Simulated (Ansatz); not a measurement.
# VN: do energies and stresses tell the same story?

Method: DFT PBE, scalar-relativistic, plane waves, PAW in Ansatz.

Plane waves to 420 eV, a k mesh through Γ of 18×18×18 on the computed 2-atom cell and Gaussian smearing (0.10 eV); no spin polarisation.

Relaxed cell: Fm-3m, a = 4.117 Å, b = 4.117 Å, c = 4.117 Å, α = 90.00°, β = 90.00°, γ = 90.00°, 2 atoms in the primitive cell.

Energies at zero smearing and pressures from the stress tensor, at volumes with shape and atoms relaxed:
```json
{"V (Å³/atom)": "7.674", "E − E(first) (meV/atom)": "0.00", "P (GPa)": "52.90"}
{"V (Å³/atom)": "7.935", "E − E(first) (meV/atom)": "-72.38", "P (GPa)": "36.32"}
{"V (Å³/atom)": "8.197", "E − E(first) (meV/atom)": "-119.74", "P (GPa)": "22.21"}
{"V (Å³/atom)": "8.458", "E − E(first) (meV/atom)": "-145.84", "P (GPa)": "10.19"}
{"V (Å³/atom)": "8.720", "E − E(first) (meV/atom)": "-153.81", "P (GPa)": "-0.03"}
{"V (Å³/atom)": "8.982", "E − E(first) (meV/atom)": "-146.36", "P (GPa)": "-8.74"}
{"V (Å³/atom)": "9.243", "E − E(first) (meV/atom)": "-125.72", "P (GPa)": "-16.17"}
{"V (Å³/atom)": "9.592", "E − E(first) (meV/atom)": "-81.13", "P (GPa)": "-24.37"}
```

Problem. Check P = −dE/dV between neighbouring volumes, and get the bulk modulus from the pressures alone.

Solution. With 1 eV/Å³ = 160.2 GPa:
| middle V (Å³/atom) | −ΔE/ΔV (GPa) | mean P (GPa) |
| --- | --- | --- |
| 7.804 | 44.327 | 44.609 |
| 8.066 | 29.011 | 29.260 |
| 8.328 | 15.982 | 16.200 |
| 8.589 | 4.880 | 5.081 |
| 8.851 | -4.562 | -4.389 |
| 9.112 | -12.639 | -12.456 |
| 9.418 | -20.481 | -20.270 |

The two differ by 0.28 GPa at most. The mean of two end pressures misses the average over a step by about ΔV² P″/12, up to 0.22 GPa here; with that taken off 0.08 GPa remains. The stress is the derivative of the free energy, not of the energy at zero smearing, and with free energies 0.02 GPa remains. Around V = 8.720 Å³/atom, the two neighbours give B = −V ΔP/ΔV = 8.720 × 18.94 / 0.523 = 315.7 GPa, against B0 = 314.6 GPa from the Birch–Murnaghan fit of the energies.

A ferromagnetic start lost its moments in a first run, so spin was left out; other magnetic orders weren't tried.